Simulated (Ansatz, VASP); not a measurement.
**One calculation of AgCl, two programs**

Contents of POSCAR:

```
AgCl
1.0
    4.4745449669      0.0000000000      0.0000000000
   -2.2372724834      3.8750696117      0.0000000000
    0.0000000000      0.0000000000      5.7889515629
Ag Cl
2 2
Direct
    0.3333333333      0.6666666667     -0.0622203148
    0.6666666667      0.3333333333      0.4377796852
    0.3333333333      0.6666666667      0.4372203148
    0.6666666667      0.3333333333      0.9372203148
```

File INCAR.step1:

```
ALGO     = Normal         # electronic algorithm
EDIFF    = 1E-4           # SCF threshold, eV
ENCUT    = 520            # plane-wave cutoff, eV
GGA      = PE             # functional
ISMEAR   = 0              # smearing method
LASPH    = True           # aspherical terms in the spheres
LCHARG   = False          # write CHGCAR
LREAL    = False          # projectors in reciprocal space
LWAVE    = True           # write WAVECAR
NBANDS   = 26             # bands
NELM     = 100            # most SCF steps
PREC     = Accurate       # precision mode
SIGMA    = 0.01           # smearing width, eV
```

Contents of INCAR.step2:

```
ALGO     = Normal         # electronic algorithm
EDIFF    = 1E-6           # SCF threshold, eV
ENCUT    = 520            # plane-wave cutoff, eV
ISIF     = 2              # what is computed and relaxed
ISMEAR   = 0              # smearing method
ISTART   = 1            
LASPH    = True           # aspherical terms in the spheres
LCHARG   = False          # write CHGCAR
LMIXTAU  = True         
LREAL    = False          # projectors in reciprocal space
LWAVE    = False          # write WAVECAR
METAGGA  = R2SCAN         # meta-GGA
NBANDS   = 26             # bands
NELM     = 100            # most SCF steps
PREC     = Accurate       # precision mode
SIGMA    = 0.01           # smearing width, eV
```

File KPOINTS:

```
k-points
0
Gamma
  6 6 4
```

Input for Ansatz:

```yaml
crystal:
  lattice:
    - [4.4745449669, 0.0, 0.0]
    - [-2.2372724834, 3.8750696117, 0.0]
    - [0.0, 0.0, 5.7889515629]
  atoms:
    - { symbol: Ag, position: [0.3333333333, 0.6666666667, -0.0622203148] }
    - { symbol: Ag, position: [0.6666666667, 0.3333333333, 0.4377796852] }
    - { symbol: Cl, position: [0.3333333333, 0.6666666667, 0.4372203148] }
    - { symbol: Cl, position: [0.6666666667, 0.3333333333, 0.9372203148] }
kpoints:
  mp_grid: { grid: [6, 6, 4] }
  band_path:
    path:
      - [0.0, 0.0, 0.0]
      - [0.5, 0.0, 0.0]
      - [0.3333333333, 0.3333333333, 0.0]
      - [0.0, 0.0, 0.5]
      - [0.5, 0.0, 0.5]
      - [0.3333333333, 0.3333333333, 0.5]
    npoints: 1
hamiltonian:
  xc: r2scan
scf:
  occupations: { method: fixed }
  n_extra_bands: 5
output:
  forces: true
  stress: true
  eigenvalues: true
  write_density: true
  write_potential: true
  elf: true
  volumetric_format: npy
```

Change from the starting cell: epitaxial_xy strain -1.0%.

Alike in both runs: task single point; functional r2SCAN; k mesh 6 × 6 × 4; no spin polarisation.

|  | VASP | Ansatz |
| --- | --- | --- |
| version | VASP 6.6.1 | Ansatz 0.2.0 |
| potentials or method | VASP PAW PBE potentials, release 64 (Ag, Cl) | plane waves, PAW |
| plane-wave cutoff (eV) | 520 | 500 |
| occupations | gaussian, width 0.01 eV | fixed |
| valence electrons in the cell | 36 | 52 |

VASP gave:

- gap on the k mesh at the Fermi level (eV): 1.72
- pressure (GPa): 0.4
- largest component of the traceless stress (GPa): 0.38

Which values does Ansatz return?

gap on the k mesh at the Fermi level (eV): 1.77; pressure (GPa): 0.4; largest component of the traceless stress (GPa): 0.43.

The two sets of potentials don't hold the same shells in valence.

Caveats: the PAW data sets were made with another functional, which shifts forces and pressure a little (VASP).
